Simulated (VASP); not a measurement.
# Cs (C2/m) in VASP: further runs

One crystal, Cs, is run at these levels: PBEsol; tasks: single point.

Everything below comes from runs of VASP 6.6.1. Logs are shortened: lines on timing, memory, paths and dates and some standing lists are left out, and cuts for length are marked.

## (1) The structure

The structure is monoclinic, space group C2/m (No. 12). The conventional cell has a = 6.038 Å, b = 8.676 Å, c = 5.110 Å, α = 90.00°, β = 120.26°, γ = 90.00°.

This isn't the form of Cs at room conditions, which is bcc.

## (2) Single point, PBEsol

Contents of INCAR:

```
ADDGRID = False
ALGO = Normal
EDIFF = 1E-6
ENCUT = 350
GGA = PS
ISIF = 2
ISMEAR = 1
LASPH = True
LCHARG = False
LREAL = False
LWAVE = False
NELM = 100
PREC = Accurate
SIGMA = 0.1
```

Contents of KPOINTS:

```
k-points
0
Gamma
  8 8 8
```

Contents of POSCAR:

```
Cs
1.0
    3.0286440000     -4.4025590000     -0.0553060000
    2.9811710000      4.3695220000      0.0984760000
   -2.5313490000      0.0923220000      4.3694900000
Cs
1
Direct
   -0.0054440000      0.0010830000      0.4979030000
```

Potentials or basis: VASP PAW PBE potentials, release 64 (Cs_sv).

Run with:

```
$ cat potpaw_PBE.64/Cs_sv/POTCAR > POTCAR
$ mpirun -np 1 vasp_std > vasp.out
```

OUTCAR:

```text
EDIFF = 1E-6
   ENCUT = 350
   GGA = PS
   ISIF = 2
   ISMEAR = 1
   LASPH = True
   LREAL = False
   NELM = 100
   PREC = Accurate

 Found    260 irreducible k-points:

 Following reciprocal coordinates:
            Coordinates               Weight
  0.000000  0.000000  0.000000      1.000000
  0.125000 -0.000000 -0.000000      2.000000
  0.250000 -0.000000 -0.000000      2.000000
  0.375000 -0.000000  0.000000      2.000000
  0.500000 -0.000000 -0.000000      1.000000
 -0.000000  0.125000 -0.000000      2.000000
   k-points           NKPTS =    260   k-points in BZ     NKDIM =    260   number of bands    NBANDS=      8
   number of dos      NEDOS =    301   number of ions     NIONS =      1
   total plane-waves  NPLWV =  36864
   dimension x,y,z NGX =    36 NGY =   32 NGZ =   32
   dimension x,y,z NGXF=    72 NGYF=   64 NGZF=   64
   ions per type =               1
   NGX,Y,Z   is equivalent  to a cutoff of  11.20, 10.06, 10.53 a.u.
   NGXF,Y,Z  is equivalent  to a cutoff of  22.40, 20.11, 21.07 a.u.
 SYSTEM =  unknown system
   PREC   = accura    normal or accurate (medium, high low for compatibility)
   ISTART =      0    job   : 0-new  1-cont  2-samecut
   ICHARG =      2    charge: 1-file 2-atom 10-const
   ISPIN  =      1    spin polarized calculation?
   LNONCOLLINEAR =      F non collinear calculations
   LSORBIT =      F    spin-orbit coupling
   LASPH  =      T    aspherical Exc in radial PAW
   ENCUT  =  350.0 eV  25.72 Ry    5.07 a.u.   8.15  8.07  7.70*2*pi/ulx,y,z
   NELM   =    100;   NELMIN=  2; NELMDL= -5     # of ELM steps
   EDIFF  = 0.1E-05   stopping-criterion for ELM
   LREAL  =      F    real-space projection
   EDIFFG = 0.1E-04   stopping-criterion for IOM
   NSW    =      0    number of steps for IOM
   IBRION =     -1    ionic relax: 0-MD 1-quasi-New 2-CG
   NFREE  =      0    steps in history (QN), initial steepest desc. (CG)
   ISIF   =      2    stress and relaxation
   ISYM   =      2    0-nonsym 1-usesym 2-fastsym
   POTIM  = 0.5000    time-step for ionic-motion
   TEBEG  =    0.0;   TEEND  =   0.0 temperature during run
   PSTRESS=    0.0 pullay stress
   NELECT =       9.0000    total number of electrons
   NUPDOWN=      -1.0000    fix difference up-down
   EMIN   =  10.00;   EMAX   =-10.00  energy-range for DOS
   EFERMI =   0.00;   METHOD = LEGACY
   ISMEAR =     1;   SIGMA  =   0.10  broadening in eV -4-tet -1-fermi 0-gaus
   EFERMI_NEDOS =   21; number of points for ismear=-14 and -15
   IALGO  =     38    algorithm
   IMIX   =      4    mixing-type and parameters
     AMIX     =   0.40;   BMIX     =  1.00
     AMIX_MAG =   1.60;   BMIX_MAG =  1.00
  volume/ion in A,a.u.               =     115.62       780.22
  Fermi-wavevector in a.u.,A,eV,Ry     =   0.699009  1.320935  6.647991  0.488614
  Thomas-Fermi vector in A             =   1.782770
   LORBIT       =      0    0 simple, 1 ext, 2 COOP (PROOUT), +10 PAW based schemes
   GGA     = PS    functional components
   LHFCALC =     F    Hartree Fock is set to
   AEXX    =    0.0000 exact exchange contribution
   IVDW    =     0    specifies the selected vdW correction
   LEPSILON=     F    determine dielectric tensor
   LRPA    =     F    only Hartree local field effects (RPA)
 non-spin polarized calculation
 Methfessel and Paxton  Order N= 1 SIGMA  =   0.10
  energy-cutoff  :      350.00
  volume of cell :      115.62
 maximum number of plane-waves:      1738
 NGX is ok and might be reduce to    36
   NGX = 17   NGY = 17   NGZ = 15

 number of electron       9.0000000 magnetization

 Free energy of the ion-electron system (eV)
  ---------------------------------------------------
  ext. energy  EPLUGINS =         0.00000000
  ---------------------------------------------------
  free energy    TOTEN  =        -0.93147704 eV

  energy without entropy =       -0.93127526  energy(sigma->0) =       -0.93140978

 E-fermi :   0.3695     XC(G=0):  -5.4620

 val. band max:        0.3694157899   @ k =   0.5000   0.3750   0.1250
 cond. band min:       0.3755572281   @ k =   0.5000   0.5000  -0.0000
 fundamental gap:      0.0061414382
 Fermi energy:         0.3695019958

 k-point     1 :       0.0000    0.0000    0.0000
  band No.  band energies     occupation
      1     -23.4956      2.00000
      2     -10.2262      2.00000
      3     -10.2175      2.00000
      4     -10.2003      2.00000
      5      -1.3152      2.00000
      6       2.5613      0.00000
      7       2.7984      0.00000
      8       3.0534      0.00000

 k-point     2 :       0.1250   -0.0000   -0.0000
  band No.  band energies     occupation
      1     -23.4949      2.00000
      2     -10.2418      2.00000
      3     -10.2230      2.00000
      4     -10.2021      2.00000
      5      -1.1552      2.00000
      6       2.4338      0.00000
      7       2.5683      0.00000
      8       3.1242      0.00000

 k-point     3 :       0.2500   -0.0000   -0.0000
  band No.  band energies     occupation
      1     -23.4932      2.00000
      2     -10.2828      2.00000
      3     -10.2333      2.00000
      4     -10.2051      2.00000
      5      -0.7094      2.00000
      6       1.9845     -0.00000
      7       2.1741     -0.00000
      8       3.5301      0.00000

 k-point     4 :       0.3750   -0.0000    0.0000
  band No.  band energies     occupation
      1     -23.4915      2.00000
      2     -10.3234      2.00000
      3     -10.2435      2.00000
      4     -10.2075      2.00000
      5      -0.0958      2.00000
      6       1.4387     -0.00000
      7       1.9558     -0.00000
      8       4.0270      0.00000

 k-point     5 :       0.5000   -0.0000   -0.0000
  band No.  band energies     occupation
      1     -23.4908      2.00000
      2     -10.3400      2.00000
      3     -10.2477      2.00000
      4     -10.2084      2.00000
      5       0.3202      1.73215
      6       1.1104     -0.00000
      7       1.8743     -0.00000
      8       3.9038      0.00000

 k-point     6 :      -0.0000    0.1250   -0.0000
  band No.  band energies     occupation
      1     -23.4949      2.00000
      2     -10.2414      2.00000
      3     -10.2242      2.00000
      4     -10.2014      2.00000
      5      -1.1575      2.00000
      6       2.4524      0.00000
      7       2.5758      0.00000
      8       3.1451      0.00000

 [... further k-points ...]
[... 5 lines left out ...]
  --------------------------------------------------------------------------------------
  -------------------------------------------------------------------------------------
  Total       -0.0891999     -0.0896837     -0.0951070      0.0057655     -0.0017116     -0.0591373
  in kB       -1.2361081     -1.2428117     -1.3179661      0.0798960     -0.0237183     -0.8195081
  external PRESSURE =      -1.2656286 kB  Pullay stress =       0.0000000 kB

 VOLUME and BASIS-vectors are now :
 -----------------------------------------------------------------------------
  energy-cutoff  :      350.00
  volume of cell :      115.62
      direct lattice vectors                 reciprocal lattice vectors
     3.028644000 -4.402559000 -0.055306000     0.165058960 -0.114823640  0.098048647
     2.981171000  4.369522000  0.098476000     0.166342001  0.113250823  0.093973007
    -2.531349000  0.092322000  4.369490000    -0.001659677 -0.004005713  0.227982806

 POSITION                                       TOTAL-FORCE (eV/Angst)
 -----------------------------------------------------------------------------------
      1.75502     -4.32789      2.12068         0.000000      0.000000      0.000000
 -----------------------------------------------------------------------------------
    total drift:                               -0.000008      0.000001     -0.000010

  FREE ENERGIE OF THE ION-ELECTRON SYSTEM (eV)
  ---------------------------------------------------
  free  energy   TOTEN  =        -0.9314770377 eV

  energy  without entropy=       -0.9312752637  energy(sigma->0) =       -0.93140978
```

It took 58 s on 1 thread of Intel Xeon Platinum 8488C (Sapphire Rapids), shared host; peak memory 0.27 GiB.

The run converged, but some of its settings lie outside the range that counts as converged, so its numbers aren't taken as properties of the crystal.

Results:

- Free energy: -0.9315 eV
- Pressure: -0.1 GPa
- Band gap on the k mesh: none (metal or under the smearing width)

Caveat: the PAW data sets were made with another functional, which shifts forces and pressure a little.

## (3) Single point, PBEsol

INCAR, as its differences from that of step 2:

```diff
@@ -3,3 +3,3 @@
 EDIFF = 1E-6
-ENCUT = 350
+ENCUT = 400
 GGA = PS
```

KPOINTS is that of step 2.

Contents of POSCAR:

```
Cs
1.0
    3.0190110000     -4.3381320000      0.0000000000
    3.0190110000      4.3381320000      0.0000000000
   -2.5749360000      0.0000000000      4.4138870000
Cs
1
Direct
    0.0000000000      0.0000000000      0.5000000000
```

Potentials or basis: VASP PAW PBE potentials, release 64 (Cs_sv).

Run with:

```
$ cat potpaw_PBE.64/Cs_sv/POTCAR > POTCAR
$ mpirun -np 1 vasp_std > vasp.out
```

OUTCAR:

```text
EDIFF = 1E-6
   ENCUT = 400
   GGA = PS
   ISIF = 2
   ISMEAR = 1
   LASPH = True
   LREAL = False
   NELM = 100
   PREC = Accurate

 Found    150 irreducible k-points:

 Following reciprocal coordinates:
            Coordinates               Weight
  0.000000  0.000000  0.000000      1.000000
  0.125000  0.000000 -0.000000      4.000000
  0.250000  0.000000 -0.000000      4.000000
  0.375000  0.000000 -0.000000      4.000000
  0.500000  0.000000 -0.000000      2.000000
  0.125000  0.125000 -0.000000      2.000000
   k-points           NKPTS =    150   k-points in BZ     NKDIM =    150   number of bands    NBANDS=      8
   number of dos      NEDOS =    301   number of ions     NIONS =      1
   total plane-waves  NPLWV =  46656
   dimension x,y,z NGX =    36 NGY =   36 NGZ =   36
   dimension x,y,z NGXF=    72 NGYF=   72 NGZF=   72
   ions per type =               1
   NGX,Y,Z   is equivalent  to a cutoff of  11.32, 11.32, 11.71 a.u.
   NGXF,Y,Z  is equivalent  to a cutoff of  22.65, 22.65, 23.42 a.u.
 SYSTEM =  unknown system
   PREC   = accura    normal or accurate (medium, high low for compatibility)
   ISTART =      0    job   : 0-new  1-cont  2-samecut
   ICHARG =      2    charge: 1-file 2-atom 10-const
   ISPIN  =      1    spin polarized calculation?
   LNONCOLLINEAR =      F non collinear calculations
   LSORBIT =      F    spin-orbit coupling
   LASPH  =      T    aspherical Exc in radial PAW
[... 52 lines left out ...]
 E-fermi :   0.3770     XC(G=0):  -5.4619

 val. band max:        0.3619337051   @ k =   0.0000   0.0000   0.5000
 cond. band min:       0.3826214023   @ k =   0.5000   0.3750  -0.0000
 fundamental gap:      0.0206876973
 Fermi energy:         0.3769767971

 k-point     1 :       0.0000    0.0000    0.0000
  band No.  band energies     occupation
      1     -23.4938      2.00000
      2     -10.2238      2.00000
      3     -10.2131      2.00000
      4     -10.2025      2.00000
      5      -1.3153      2.00000
      6       2.6111      0.00000
      7       2.7692      0.00000
      8       3.0708      0.00000
[... 45 lines left out ...]
 k-point     6 :       0.1250    0.1250   -0.0000
  band No.  band energies     occupation
      1     -23.4918      2.00000
      2     -10.2617      2.00000
      3     -10.2303      2.00000
      4     -10.2077      2.00000
      5      -0.8596      2.00000
      6       2.1811     -0.00000
      7       2.2633     -0.00000
      8       3.4427      0.00000

 [... further k-points ...]
[... 5 lines left out ...]
  --------------------------------------------------------------------------------------
  -------------------------------------------------------------------------------------
  Total       -0.0798798     -0.0749184     -0.0981172      0.0000000      0.0000000     -0.0463340
  in kB       -1.1069519     -1.0381979     -1.3596806      0.0000000      0.0000000     -0.6420835
  external PRESSURE =      -1.1682768 kB  Pullay stress =       0.0000000 kB

 VOLUME and BASIS-vectors are now :
 -----------------------------------------------------------------------------
  energy-cutoff  :      400.00
  volume of cell :      115.62
      direct lattice vectors                 reciprocal lattice vectors
     3.019011000 -4.338132000  0.000000000     0.165617151 -0.115256982  0.096616330
     3.019011000  4.338132000  0.000000000     0.165617151  0.115256982  0.096616330
    -2.574936000  0.000000000  4.413887000     0.000000000  0.000000000  0.226557680

 POSITION                                       TOTAL-FORCE (eV/Angst)
 -----------------------------------------------------------------------------------
     -1.28747      0.00000      2.20694         0.000000      0.000000      0.000000
 -----------------------------------------------------------------------------------
    total drift:                                0.000000     -0.000000      0.000000

  FREE ENERGIE OF THE ION-ELECTRON SYSTEM (eV)
  ---------------------------------------------------
  free  energy   TOTEN  =        -0.9322584252 eV

  energy  without entropy=       -0.9319736143  energy(sigma->0) =       -0.93216349
```

stdout:

```text
POSCAR found type information on POSCAR Cs
 POSCAR found :  1 types and       1 ions
 scaLAPACK will be used
 -----------------------------------------------------------------------------
|                                                                             |
|                                                                             |
|     You enforced a specific xc type in the INCAR file but a different       |
|     I HOPE YOU KNOW WHAT YOU ARE DOING!                                     |
|                                                                             |
 -----------------------------------------------------------------------------

 LDA part: xc-table for (Slater+PW92), standard interpolation
 POSCAR, INCAR and KPOINTS ok, starting setup
 FFT: planning ... GRIDC
 FFT: planning ... GRID_SOFT
 FFT: planning ... GRID
 WAVECAR not read
 entering main loop
```

Run time: 46 s. Hardware: 1 thread of Intel Xeon Platinum 8488C (Sapphire Rapids), shared host; peak memory 0.25 GiB.

These settings aren't checked as converged: the numbers below hold their error.

What came out:

| Property | Result |
| --- | --- |
| Free energy | -0.9323 eV |
| Pressure | -0.1 GPa |
| Band gap on the k mesh | none (metal or under the smearing width) |

Caveat: the PAW data sets were made with another functional, which shifts forces and pressure a little.

## (4) The reference run

An earlier run on the cell as given: functional PBE; potentials or basis VASP PAW PBE potentials, release 64 (Cs_sv); cutoff 520 eV; k mesh 6 × 6 × 6; occupations fermi-dirac, width 0.05 eV; no spin polarisation.

* Pressure: 0.0 GPa
* Band gap on the k mesh: none (metal or under the smearing width)
